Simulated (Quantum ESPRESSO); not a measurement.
TaN under changes of volume

One of the cells (10.813 Å³/atom); the others are scaled copies at fixed shape and fractional positions:

```
Ta N
1.0
     0.00000    2.21132    2.21132
     2.21132    0.00000    2.21132
     2.21132    2.21132    0.00000
Ta N
1 1
Direct
  0.50000 0.50000 0.50000
  0.00000 0.00000 0.00000
```

The cell comes from a database or a generator and needn't be the stable form of this composition.

```yaml
Program: Quantum ESPRESSO 7.5
Functional: LDA
Potentials_or_basis: PseudoDojo 0.4.1 SR LDA standard
Cutoff: 1143 eV
Density_cutoff: 4572 eV
k_mesh: 10 × 10 × 10
Occupations: fermi-dirac, width 0.05 eV
Spin: no spin polarisation
```

```csv
volume (Å³/atom),energy over the lowest point (meV/atom),pressure (GPa)
10.164,0.00,1.1
10.381,3.85,-6.6
10.597,17.51,-13.5
10.813,?,?
11.030,70.14,-25.0
11.246,107.31,-29.9
11.462,150.66,-34.2
```

Task: What does the run at 10.813 Å³/atom give?

Result: Energy over the lowest point 39.92 meV/atom; pressure -19.6 GPa.

Worked out: A Birch-Murnaghan fit of order 3 (a polynomial in V^(-2/3)) to the other rows has its minimum at 10.19 Å³/atom with B0 = V·E''(V) = 377 GPa and B' = 4.3. It gives 39.85 meV/atom at 10.813 Å³/atom, against the run's 39.92, and -dE/dV = -19.6 GPa, against -19.6.

Energies are extrapolated to zero smearing.

Caveats: the cell as given lies far from equilibrium (some runs).
